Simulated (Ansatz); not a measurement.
Below is a relaxed structure of MgZn₄O. The cell was found from a proposed guess, not taken from experiment.

Method: Ansatz, DFT PBE, scalar-relativistic, plane waves, PAW. Cutoff 420 eV, Γ-centred mesh, Gaussian smearing, no spin polarisation.

```
Mg Zn O
1.0
    -1.43991    1.43991   10.48282
     1.43991   -1.43991   10.48282
     1.43991    1.43991  -10.48282
Mg Zn O
1 4 1
Direct
  0.00000 0.00000 0.00000
  0.62289 0.62289 0.00000
  0.37711 0.37711 0.00000
  0.20687 0.20687 0.00000
  0.79313 0.79313 0.00000
  0.50000 0.50000 0.00000
```

Energies over the elements count from the elements' standard structures at the same level (O₂ as a molecule), with no fitted energy shifts.

(1) Find its symmetry and describe it.

(2) How far does it lie from the elements in energy?

(3) Is it a metal?

## Answers

(1) I4/mmm (No. 139). Conventional cell: a = 2.880 Å, c = 20.966 Å. Mg is surrounded by 4 O at 2.04 Å, 4 Mg at 2.88 Å and 8 Zn at 3.28 Å; Zn on its first site is surrounded by 1 O at 2.58 Å, 4 Zn at 2.69 Å and 4 Zn at 2.88 Å; around Zn on its second site lie 12 Zn at 2.69–2.88 Å; O has 4 Mg at 2.04 Å and 2 Zn at 2.58 Å.

(2) −0.66 eV/atom.

(3) Yes, bands cross the Fermi level on the 16×16×16 mesh.

The last run used a 16×16×16 mesh for its 6-atom cell and Gaussian smearing of 0.10 eV. Symmetry constrained the relaxation, so the result can be a saddle point. Another cell of the same search, in P4/nmm, lies 89 meV/atom lower, so this cell isn't the stable form at this level.
